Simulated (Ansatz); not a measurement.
## Bi: frozen-core PAW against all-electron methods

```yaml
crystal:
  lattice:
    - [3.26875, -2.99356, 0.00000]
    - [3.26875, 2.99356, 0.00000]
    - [-1.12768, 0.00000, 3.03031]
  atoms:
    - { symbol: Bi, position: [0.25180, 0.25180, 0.14900] }
    - { symbol: Bi, position: [0.74820, 0.74820, 0.85100] }
```

Atom numbers follow the list: Bi1, Bi2.

Structure: COD 8100521, as refined from experiment and not relaxed. The listed cell was then made from it by scaling, straining or moving an atom.

No spin–orbit coupling, which matters for the heavy atoms here.

Methods: DFT, PBE, PAW with Ansatz's default frozen-core files, scalar-relativistic (Ansatz 0.2.0); DFT, PBE, all-electron LAPW, scalar-relativistic (Ansatz 0.2.0).

For PAW: a Γ-centred 8×8×11 k mesh, Fermi–Dirac smearing of 0.05 eV, cutoff 420 eV, no spin polarisation. LAPW targets a basis error of 0.25 meV/atom. The Ansatz runs share mesh, smearing and spin set-up. Plane-wave (PAW) pressures include the program's estimate of the Pulay term.

Stress and pressure are positive in compression.

The change that made this cell: volume scaled by 0.9405.

PAW results:

| quantity | PAW |
| --- | --- |
| pressure (GPa) | 8.76 |
| stress xx (GPa) | 9.20 |
| stress yy (GPa) | 7.87 |
| stress zz (GPa) | 9.21 |
| stress xz (GPa) | -0.12 |

(1) What does full-potential LAPW give for the same quantities?

Answers

(1) 
```json
{"quantity": "pressure (GPa)", "LAPW": "8.79"}
{"quantity": "stress xx (GPa)", "LAPW": "9.22"}
{"quantity": "stress yy (GPa)", "LAPW": "7.90"}
{"quantity": "stress zz (GPa)", "LAPW": "9.24"}
{"quantity": "stress xz (GPa)", "LAPW": "-0.12"}
```
